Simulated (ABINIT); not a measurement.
Runs of ABINIT 10.8.3 (patched build) on Al. Symmetry: Fm-3m, No. 225, cubic system. The conventional cell has a = 4.050 Å, b = 4.050 Å, c = 4.050 Å, α = 90.00°, β = 90.00°, γ = 90.00°. Al (site symmetry m-3m) has 12 Al at 2.86 Å as nearest neighbours. 

| task | level | potentials or basis | cell | cutoff (eV) | fine-grid cutoff | gap on the mesh (eV) | pressure (GPa) | V0 of scaled cells (Å³/atom) | B0 (GPa) |
| --- | --- | --- | --- | --- | --- | --- | --- | --- | --- |
| single point | PBEsol | PseudoDojo NC SR PBEsol v0.4.1 standard | cell strained at random at fixed volume | 544 | - | none | -1.9 | - | - |
| single point | PBEsol | PseudoDojo NC SR PBEsol v0.4.1 standard | as given | 544 | - | none | (b) | - | - |
| equation of state | PBEsol | PseudoDojo NC SR PBEsol v0.4.1 standard | as given | 544 | - | - | - | (a) | 84 |
| equation of state | r2SCAN | JTH PAW PBE v2.0 | as given | 490 | 979.61 eV | - | - | 16.05 | 89 |

Alike in all rows: no spin polarisation; k mesh 11 × 11 × 11; smearing fermi-dirac 0.05 eV.

Question: Estimate the missing entries.

Answer: (a) 16.18; (b) -2.1.

Caveats: pressures at fixed basis lie under the slope of the energies (some runs); the PAW data sets were made with another functional, which shifts forces and pressure a little (some runs).

A gap of «none» marks a metal or a gap under the smearing width.
